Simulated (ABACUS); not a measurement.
# LiF (Griceite) (Fm-3m) in ABACUS: equation of state, part 2 of 2

ABACUS 3.10.1. Earlier steps stand in the parts before.

## (5) Equation of state, PBEsol, 8.17 Å³/atom

INPUT reads:

```
INPUT_PARAMETERS
suffix              LiF
calculation         scf
basis_type          pw
pseudo_dir          ./
symmetry            1
dft_functional      pbesol
ecutwfc             84
pseudo_rcut         7
nspin               1
nbands              9
ks_solver           dav
smearing_method     fd
smearing_sigma      0.00367493
scf_thr             1e-08
scf_nmax            100
mixing_type         broyden
mixing_beta         0.7
cal_force           1
cal_stress          1
kpar                4
```

STRU reads:

```
ATOMIC_SPECIES
F 18.9984 F.upf
Li 6.9400 Li.upf

LATTICE_CONSTANT
1.8897261246

LATTICE_VECTORS
0.0000000000 2.0140000000 2.0140000000
2.0140000000 0.0000000000 2.0140000000
2.0140000000 2.0140000000 0.0000000000

ATOMIC_POSITIONS
Direct

F
0.0
1
0.5000000000 0.5000000000 0.5000000000 1 1 1

Li
0.0
1
0.0000000000 0.0000000000 0.0000000000 1 1 1
```

KPT reads:

```
K_POINTS
0
Gamma
11 11 11 0 0 0
```

Potentials or basis: PseudoDojo NC SR 0.4.1 PBEsol standard, plane waves.

Launch:

```bash
$ OMP_NUM_THREADS=1 mpirun -np 4 abacus > log
```

running log:

```text
ABACUS v3.10.1

               Atomic-orbital Based Ab-initio Computation at UStc

 ------------------------------------------------------------------------------------

 READING GENERAL INFORMATION
                           global_out_dir = OUT.LiF/
                           global_in_card = INPUT
                               pseudo_dir = ./
                              orbital_dir =
                                    DSIZE = 4
                                    GSIZE = 1

 READING UNITCELL INFORMATION
                                    ntype = 2
                  lattice constant (Bohr) = 1.88973
              lattice constant (Angstrom) = 1

 READING ATOM TYPE 1
                               atom label = F
                      L=0, number of zeta = 1
                      L=1, number of zeta = 1
                      L=2, number of zeta = 1
             number of atom for this type = 1

 READING ATOM TYPE 2
                               atom label = Li
                      L=0, number of zeta = 1
                      L=1, number of zeta = 1
                      L=2, number of zeta = 1
             number of atom for this type = 1

                        TOTAL ATOM NUMBER = 2
DIRECT COORDINATES
    atom                   x                   y                   z     mag                  vx                  vy                  vz
taud_F1            0.5000000000        0.5000000000        0.5000000000  0.0000        0.0000000000        0.0000000000        0.0000000000
taud_Li1            0.0000000000        0.0000000000        0.0000000000  0.0000        0.0000000000        0.0000000000        0.0000000000

                          Volume (Bohr^3) = 110.257
                             Volume (A^3) = 16.3383

 Lattice vectors: (Cartesian coordinate: in unit of a_0)
                   +0              +2.014              +2.014
               +2.014                  +0              +2.014
               +2.014              +2.014                  +0
 Reciprocal vectors: (Cartesian coordinate: in unit of 2 pi/a_0)
            -0.248262           +0.248262           +0.248262
            +0.248262           -0.248262           +0.248262
            +0.248262           +0.248262           -0.248262
 The esolver type has been set to : ksdft_pw

                PAO radial cut off (Bohr) = 7

 Read in pseudopotential file is F.upf
                     pseudopotential type = NC
          exchange-correlation functional = PBESOL
                 nonlocal core correction = 1
                        valence electrons = 7
                                     lmax = 2
                           number of zeta = 2
                     number of projectors = 5
                           L of projector = 0
                           L of projector = 0
                           L of projector = 1
                           L of projector = 1
                           L of projector = 2
                PAO radial cut off (Bohr) = 7

 Read in pseudopotential file is Li.upf
                     pseudopotential type = NC
          exchange-correlation functional = PBESOL
                 nonlocal core correction = 0
                        valence electrons = 3
                                     lmax = 1
                           number of zeta = 2
                     number of projectors = 4
                           L of projector = 0
                           L of projector = 0
                           L of projector = 1
                           L of projector = 1
     initial pseudo atomic orbital number = 6

 SETUP THE ELECTRONS NUMBER
             electron number of element F = 7
       total electron number of element F = 7
            electron number of element Li = 3
      total electron number of element Li = 3
[... 89 lines left out ...]
       3  0.18181818  0.18181818  0.18181818  0.0060       2
       4  0.27272727  0.27272727  0.27272727  0.0060       3
       5  0.36363636  0.36363636  0.36363636  0.0060       4
       6  0.45454545  0.45454545  0.45454545  0.0060       5
[... 22 lines left out ...]
      29 -0.36363636  0.36363636  0.36363636  0.0180      40
      30 -0.45454545  0.27272727  0.27272727  0.0090      41
[... 26 further k points ...]

                               nkstot now = 56
[... K-POINTS DIRECT COORDINATES: 56 rows ...]

           k-point number in this process = 14
       minimum distributed K point number = 14
[... stars of the k points ...]

[... K-POINTS CARTESIAN COORDINATES: 14 rows ...]

[... K-POINTS DIRECT COORDINATES: 14 rows ...]

 SETUP PLANE WAVES FOR WAVE FUNCTIONS
     energy cutoff for wavefunc (unit:Ry) = 84
              fft grid for wave functions = [ 32, 32, 32 ]
                    number of plane waves = 2085
                         number of sticks = 211

 PARALLEL PW FOR WAVE FUNCTIONS
     PROC   COLUMNS(POT)             PW
        1            211           2085
 --------------- sum -------------------
        1            211           2085

 SETUP NONLOCAL PSEUDOPOTENTIALS IN PLANE WAVE BASIS
 F non-local projectors:
 projector 1 L=0
 projector 2 L=0
 projector 3 L=1
 projector 4 L=1
 projector 5 L=2
 Li non-local projectors:
 projector 1 L=0
 projector 2 L=0
 projector 3 L=1
 projector 4 L=1
      TOTAL NUMBER OF NONLOCAL PROJECTORS = 21

 Init Non-Local PseudoPotential table :
 Init Non-Local-Pseudopotential done.

                                     npwx = 1459

 Make real space PAO into reciprocal space.
       max mesh points in Pseudopotential = 701
     dq(describe PAO in reciprocal space) = 0.01
                                    max q = 1104

 number of pseudo atomic orbitals for F is 2
WARNING: norm of atomic wavefunction # 2 of atomic type F is 0.999994, renormalized

 number of pseudo atomic orbitals for Li is 2
WARNING: norm of atomic wavefunction # 2 of atomic type Li is 0.9722, renormalized

 -------------------------------------------
 SELF-CONSISTENT
 -------------------------------------------
                                 init_chg = atomic

 PW ALGORITHM --------------- ION=   1  ELEC=   1--------------------------------

 Density error is 0.124215378037
                          Error Threshold = 0.01
----------------------------------------------------------
     Energy           Rydberg                 eV
----------------------------------------------------------
 E_KohnSham     -63.6462485449       -865.9516365342
 E_Harris       -61.9002390254       -842.1959583079
 E_Fermi        0.1092423445         1.4863183476
----------------------------------------------------------
[... 63 lines left out ...]
 Density error is 2.6519807812e-10
                          Error Threshold = 2.33476813842e-10
----------------------------------------------------------
     Energy           Rydberg                 eV
----------------------------------------------------------
 E_KohnSham     -63.6911713930       -866.5628432398
 E_KS(sigma->0) -63.6911713930       -866.5628432398
 E_Harris       -63.6911298225       -866.5622776439
 E_band         -8.6589227463        -117.8106878914
 E_one_elec     -25.0329495922       -340.5907522013
 E_Hartree      16.5456886239        225.1156426188
 E_xc           -14.2556337612       -193.9578477532
 E_Ewald        -40.9482766635       -557.1298859041
 E_entropy(-TS) -0.0000000000        -0.0000000000
 E_descf        0.0000000000         0.0000000000
 E_exx          0.0000000000         0.0000000000
 E_Fermi        0.6437927167         8.7592492774
----------------------------------------------------------

 charge density convergence is achieved
 final etot is -866.56284324 eV
 EFERMI = 8.7592492774 eV

 STATE ENERGY(eV) AND OCCUPATIONS    NSPIN == 1
 1/14 kpoint (Cartesian) = 0.0000 0.0000 0.0000 (1459 pws)
       1       -39.3694     0.00150263
       2       -18.9721     0.00150263
       3       0.817056     0.00150263
       4       0.817056     0.00150263
       5       0.817056     0.00150263
       6        9.75985    3.06040e-12
       7        24.7355        0.00000
       8        24.7355        0.00000
       9        24.7355        0.00000
[... 45 lines left out ...]
 6/14 kpoint (Cartesian) = 0.11285 0.11285 0.11285 (1434 pws)
       1       -39.3073      0.0120210
       2       -18.5453      0.0120210
       3       -1.68077      0.0120210
       4       0.591605      0.0120210
       5       0.591605      0.0120210
       6        11.4460    5.53843e-26
       7        17.3830    1.49546e-77
       8        19.6864        0.00000
       9        19.6864        0.00000

[... levels at 8 further k points ...]

------------------------------------------------------------------------------------------
 TOTAL-FORCE (eV/Angstrom)
------------------------------------------------------------------------------------------
                        F1         0.0000000000         0.0000000000         0.0000000000
                       Li1         0.0000000000         0.0000000000         0.0000000000
------------------------------------------------------------------------------------------

----------------------------------------------------------------
 TOTAL-STRESS (KBAR)
----------------------------------------------------------------
       -13.9952977963        -0.0000000000        -0.0000000000
         0.0000000000       -13.9952977963        -0.0000000000
         0.0000000000        -0.0000000000       -13.9952977963
----------------------------------------------------------------
 TOTAL-PRESSURE: -13.995298 KBAR

 --------------------------------------------
 !FINAL_ETOT_IS -866.5628432397694496 eV
 --------------------------------------------
```

Run time: 2 s. Hardware: 4 MPI ranks of Intel Xeon Platinum 8488C (Sapphire Rapids), shared host; peak memory 0.24 GiB.

What came out:

```
Free energy            : -866.5628 eV
Pressure               : -1.4 GPa
Band gap on the k mesh : 8.94 eV, direct
```

Caveat: an odd mesh through Γ misses points on the zone boundary, where band edges often lie.

## (6) Equation of state, PBEsol, 8.33 Å³/atom (volume scaled by 1.02)

INPUT is that of step 5.

STRU: that of step 5 with these lines changed.

```diff
@@ -8,5 +8,5 @@
 LATTICE_VECTORS
-0.0000000000 2.0140000000 2.0140000000
-2.0140000000 0.0000000000 2.0140000000
-2.0140000000 2.0140000000 0.0000000000
+0.0000000000 2.0273381371 2.0273381371
+2.0273381371 0.0000000000 2.0273381371
+2.0273381371 2.0273381371 0.0000000000
```

KPT is that of step 5.

Potentials or basis: PseudoDojo NC SR 0.4.1 PBEsol standard, plane waves.

Launch:

```bash
$ OMP_NUM_THREADS=1 mpirun -np 4 abacus > log
```

It took 2.1 s on 4 MPI ranks of Intel Xeon Platinum 8488C (Sapphire Rapids), shared host; peak memory 0.24 GiB.

Results (log left out):

```yaml
Free_energy: -866.5587 eV
Pressure: -2.7 GPa
Band_gap_on_the_k_mesh: 8.77 eV, direct
```

Caveat: an odd mesh through Γ misses points on the zone boundary, where band edges often lie.

## (7) Equation of state, PBEsol, 8.50 Å³/atom (volume scaled by 1.04)

INPUT is that of step 6.

STRU: that of step 6 with these lines changed.

```diff
@@ -8,5 +8,5 @@
 LATTICE_VECTORS
-0.0000000000 2.0273381371 2.0273381371
-2.0273381371 0.0000000000 2.0273381371
-2.0273381371 2.0273381371 0.0000000000
+0.0000000000 2.0405030393 2.0405030393
+2.0405030393 0.0000000000 2.0405030393
+2.0405030393 2.0405030393 0.0000000000
```

KPT is that of step 6.

Launch:

```bash
$ OMP_NUM_THREADS=1 mpirun -np 4 abacus > log
```

Wall time 2 s (4 MPI ranks of Intel Xeon Platinum 8488C (Sapphire Rapids), shared host); peak memory 0.24 GiB.

Results (log left out):

```yaml
Free_energy: -866.5521 eV
Pressure: -3.8 GPa
Band_gap_on_the_k_mesh: 8.61 eV, direct
```

Caveat: an odd mesh through Γ misses points on the zone boundary, where band edges often lie.

## (8) Equation of state, PBEsol, 8.66 Å³/atom (volume scaled by 1.06)

INPUT is that of step 7.

STRU: that of step 7 with these lines changed.

```diff
@@ -8,5 +8,5 @@
 LATTICE_VECTORS
-0.0000000000 2.0405030393 2.0405030393
-2.0405030393 0.0000000000 2.0405030393
-2.0405030393 2.0405030393 0.0000000000
+0.0000000000 2.0535002244 2.0535002244
+2.0535002244 0.0000000000 2.0535002244
+2.0535002244 2.0535002244 0.0000000000
```

KPT is that of step 7.

Launch:

```bash
$ OMP_NUM_THREADS=1 mpirun -np 4 abacus > log
```

It took 4.9 s on 4 MPI ranks of Intel Xeon Platinum 8488C (Sapphire Rapids), shared host; peak memory 0.28 GiB.

The run converged. Its results:

- Free energy: -866.5433 eV
- Pressure: -4.8 GPa
- Band gap on the k mesh: 8.45 eV, direct

Caveat: an odd mesh through Γ misses points on the zone boundary, where band edges often lie.

## (9) Equation of state, PBEsol

Potentials or basis: PseudoDojo NC SR 0.4.1 PBEsol standard, plane waves.

No new run: the results of the series are fitted here.

Results:

| Property | Result |
| --- | --- |
| Equilibrium volume | 8.01 Å³/atom |
| Bulk modulus | 73 GPa |
| Pressure derivative of the bulk modulus | 4.2 |

Energy against volume, from the lowest point:
| volume (Å³/atom) | energy (meV/atom) |
| --- | --- |
| 7.679 | 3.33 |
| 7.842 | 0.82 |
| 8.006 | 0.00 |
| 8.169 | 0.70 |
| 8.333 | 2.77 |
| 8.496 | 6.08 |
| 8.659 | 10.49 |
